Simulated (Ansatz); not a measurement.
# LuH2: stress in a strained cell

Aim: deform LuH2 (zz strain of +2 %) and compute stress, forces and field gradients with LAPW, PAW and all-electron datasets made for the crystal.

Method: DFT LDA, scalar-relativistic, in Ansatz 0.2.0.

**1. Starting point**

It takes space group Fm-3m (No. 225, cubic). The conventional cell has a = 5.033 Å, b = 5.033 Å, c = 5.033 Å, α = 90.00°, β = 90.00°, γ = 90.00°. Lu (site symmetry m-3m) is surrounded by 8 H at 2.18 Å. Around H (site symmetry -43m) lie 4 Lu at 2.18 Å.

Coordinates:

```
Lu H
1.0
     0.00000    2.51650    2.51650
     2.51650    0.00000    2.51650
     2.51650    2.51650    0.00000
Lu H
1 2
Direct
  0.00000 0.00000 0.00000
  0.25000 0.25000 0.25000
  0.75000 0.75000 0.75000
```

Atoms are numbered in the order of the input: Lu1, H2, H3.

**2. After the deformation**

Space group Fm-3m before, I4/mmm after.

**3. Full-potential LAPW**

Input file input.yaml:

```yaml
crystal:
  lattice:
    - [0.0, 2.5165, 2.56683]
    - [2.5165, 0.0, 2.56683]
    - [2.5165, 2.5165, 0.0]
  atoms:
    - { symbol: Lu, position: [0.0, 0.0, 0.0] }
    - { symbol: H, position: [0.25, 0.25, 0.25] }
    - { symbol: H, position: [0.75, 0.75, 0.75] }
kpoints:
  mp_grid: { grid: [8, 8, 8] }
  band_path:
    path:
      - [0.0, 0.0, 0.0]
      - [0.0, 0.5, 0.5]
      - [0.25, 0.75, 0.5]
      - [0.0, 0.5, 0.0]
      - [0.0, 0.0, 0.0]
      - [0.5, 0.5, 0.0]
      - [0.3701460977, 0.6298539023, 0.0]
      - [-0.3701460977, 0.3701460977, 0.0]
      - [0.0, 0.0, 0.0]
    npoints: 5
scf:
  occupations: { method: fermi_dirac, width: 0.02 }
hamiltonian:
  xc: lda
  pseudopotentials: { kind: all_electron, lapw: { basis_error: 0.001 } }
output:
  forces: true
  stress: true
  eigenvalues: true
```

The run is started by

```bash
ansatz run input.yaml --threads 1 --pin off --max-ram 4096MiB --backend cpu --events-out ev --progress --plain --runs-dir out
```

**4. Frozen-core PAW**

Input file input.yaml:

```yaml
crystal:
  lattice:
    - [0.0, 2.5165, 2.56683]
    - [2.5165, 0.0, 2.56683]
    - [2.5165, 2.5165, 0.0]
  atoms:
    - { symbol: Lu, position: [0.0, 0.0, 0.0] }
    - { symbol: H, position: [0.25, 0.25, 0.25] }
    - { symbol: H, position: [0.75, 0.75, 0.75] }
kpoints:
  mp_grid: { grid: [8, 8, 8] }
scf:
  occupations: { method: fermi_dirac, width: 0.02 }
hamiltonian:
  xc: lda
  pseudopotentials: { kind: paw }
output:
  forces: true
  stress: true
  eigenvalues: true
  efg: { contact_densities: true }
  write_density: true
  write_potential: true
  elf: true
  volumetric_format: npy
```

**5. Datasets made for this crystal**

Edit input.yaml of step 4 so:

```diff
@@ -15,3 +15,3 @@
   xc: lda
-  pseudopotentials: { kind: paw }
+  pseudopotentials: { kind: all_electron, datasets: crystal }
 output:
@@ -21,5 +21 @@
   efg: { contact_densities: true }
-  write_density: true
-  write_potential: true
-  elf: true
-  volumetric_format: npy
```

(Steps that only read results are left out.)

**Question.** What will these runs give? Wanted: pressure; largest shear or deviatoric stress.

As calculated:

```
                                 quantity                                              value
                                 pressure  LAPW -8.24, PAW -8.23, crystal datasets -8.24 GPa
largest shear or deviatoric stress (LAPW)                                           0.10 GPa
```

What this shows: The largest part of the stress beyond the pressure is 0.10 GPa in size, in the zz component; the atoms are carried along and not relaxed. No run of the undeformed cell stands beside it, so pressure and stress hold what the given cell had before the change, as far as its symmetry allows. PAW: stress within 0.02 GPa of LAPW. Crystal datasets: stress within 0.01 GPa of LAPW. Spin-orbit coupling is left out, though the cell holds Lu; in elements this heavy it can shift bands and gaps by tenths of an eV.
